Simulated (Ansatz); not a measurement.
An Ansatz input:

```yaml
crystal:
  lattice:
    - [3.0909441833, 0.0, 0.0]
    - [0.0, 3.0909441833, 0.0]
    - [0.0, 0.0, 3.0909441833]
  atoms:
    - { symbol: In, position: [0.0, 0.0, 0.0] }
hamiltonian:
  xc: pbe
  pseudopotentials:
    kind: paw
    azcp:
      In: "pseudopotentials/In.paw.azcp"
basis:
  ecutwfc: 420
  fft_grid_basis: typed
kpoints:
  mp_grid: { grid: [11, 11, 11], shift: [0, 0, 0] }
magnetization:
  spin_polarized: false
scf:
  occupations: { method: fermi_dirac, width: 0.1 }
  lower_state_search: "off"
output:
  stress: true
```

and its output:

```
Engine: ansatz 0.2.0, x86_64-unknown-linux-gnu
Pseudopotentials: kind: paw
Pseudopotential: In, paw, valence charge 13, recommended cutoff 420 eV (normal) 
Functional definition: PBE
  parameter kappa = 0.804
  parameter beta = 0.06672455060314922
  exchange = pbe_x(kappa = kappa, mu = beta*pi^2/3)
  correlation = pbe_c(beta = beta)
Crystal: 1 atoms, lattice volume = 29.531 Å³
Basis set: ecut = 420 eV, 587 PW (Γ)
Bands: 11, of which v1, the nominal top of the filled ones, is band 7 counted from 1 (6 counted from 0)
Symmetry: 48 space group operations
Space group: Pm-3m (ITA 221), of the structure as read, at distance tolerance 3.1e-5 Å
k-points: 56 of 1331
Non-local potential: In, projectors of the file, l = 0: 2, l = 1: 2, l = 2: 2, l = 3: 2
PAW form: soft (Blöchl's): semilocal exchange-correlation on the pseudo side does not see the compensation charge
PAW one-centre angular grid: In, 590 points (default); XC on 64 Gauss nodes
Initial density: superposition of atomic densities (neutral atoms: chi_scale 0, normalization atom), corrected by the library's trained network
Initial wavefunctions: pseudopotential atomic-orbital guess
Functional: x = pbe(κ = 0.804, μ = 0.2195149727645171), c = pbe(β = 0.06672455060314922)
SCF iter   1: F=—  HF=-5597.760255 eV  |F-HF|=—  |Δ(HF+E_count)|=         —  Δρ=7.22e-4  dr2=1.00e-4  ethr=1.77e-3  ⟨swp⟩=5.1  Hψ=3636  notcnv=0
SCF iter   2: F=—  HF=-5597.759823 eV  |F-HF|=—  |Δ(HF+E_count)|=   4.32e-4  Δρ=2.87e-4  dr2=2.42e-5  ethr=7.70e-7  ⟨swp⟩=2.0  Hψ=1401  notcnv=0
SCF iter   3: F=—  HF=-5597.759848 eV  |F-HF|=—  |Δ(HF+E_count)|=   2.51e-5  Δρ=1.45e-4  dr2=5.21e-6  ethr=1.86e-7  ⟨swp⟩=2.5  Hψ=933  notcnv=0
SCF iter   4: F=—  HF=-5597.759858 eV  |F-HF|=—  |Δ(HF+E_count)|=   9.47e-6  Δρ=5.18e-5  dr2=5.42e-7  ethr=4.01e-8  ⟨swp⟩=2.0  Hψ=688  notcnv=0
iter 5 did not close the SCF: its close was put off for the readings that it lacked (scf_convergence_deferred on its scf_iter line)
SCF iter   5: F=-5597.759858 eV  HF=-5597.759858 eV  |F-HF|=3.53e-8  |Δ(HF+E_count)|=   1.67e-7  Δρ=1.40e-5  dr2=3.17e-8  ethr=4.17e-9  ⟨swp⟩=2.0  Hψ=926  notcnv=0
SCF iter   6: F=-5597.759858 eV  HF=-5597.759858 eV  |F-HF|=3.64e-12  |Δ(HF+E_count)|=   1.57e-8  Δρ=1.34e-7  dr2=2.47e-12  ethr=2.44e-10  ⟨swp⟩=2.5  Hψ=2082  notcnv=0
SCF 1 converged in 6 iterations: F = -5597.759858 eV  dr2 = 2.47e-12
SCF converged after 6 iterations
Free energy (F): -5597.759858 eV
Harris-Foulkes:  -5597.759858 eV  (|F-HF|=3.64e-12)
Internal energy: -5597.740467 eV  (E = F + TS)
E sigma→0 (E₀):  -5597.750162 eV
Entropy (-TS):   -0.019391 eV (-19.391 meV/atom)
Fermi energy:    8.491402 eV
--- Per-component energies (eV) ---
  E_band       = -45.198695
  E_kinetic    = 241.082319
  E_local      = -1186.376158  (includes V_loc(G=0)·N_el)
  E_nonlocal   = 365.921792
  E_hartree    = 466.466551
  E_xc         = -215.642012
  E_vxc        = -99.529912  (∫ρ·V_xc dr)
  E_paw        = -4152.272597  (= ΣΔE_a)
  E_vpaw       = -299.229813  (= ΣTr[D̂ρ^β])
  E_aug_tail   = 0.000025  (compensation charges beyond the density's cutoff)
  E_ewald      = -1116.920388
  E_smearing   = -0.019391  (= −TS)
  E_closure    = 0.000000  (closes the sum)
  Σ components = -5597.759858   (vs F -5597.759858, Δ=0.00e0)
--- Stress (GPa, compression-positive) ---
        0.169328      -0.000000      -0.000000
       -0.000000       0.169328      -0.000000
        0.000000      -0.000000       0.169328
  P = ⅓ Tr σ = 0.1693 GPa (1.693 kbar)
```

Command:

```sh
ansatz run input.yaml --threads 1 --pin off --max-ram 3584MiB --backend cpu --events-out ev --progress --plain --runs-dir out
```

On 1 thread of Intel(R) Xeon(R) Platinum 8259CL CPU @ 2.50GHz (Skylake/Cascade Lake) (shared host) this took about 2.2 s of wall time and 1.9 s of CPU time.
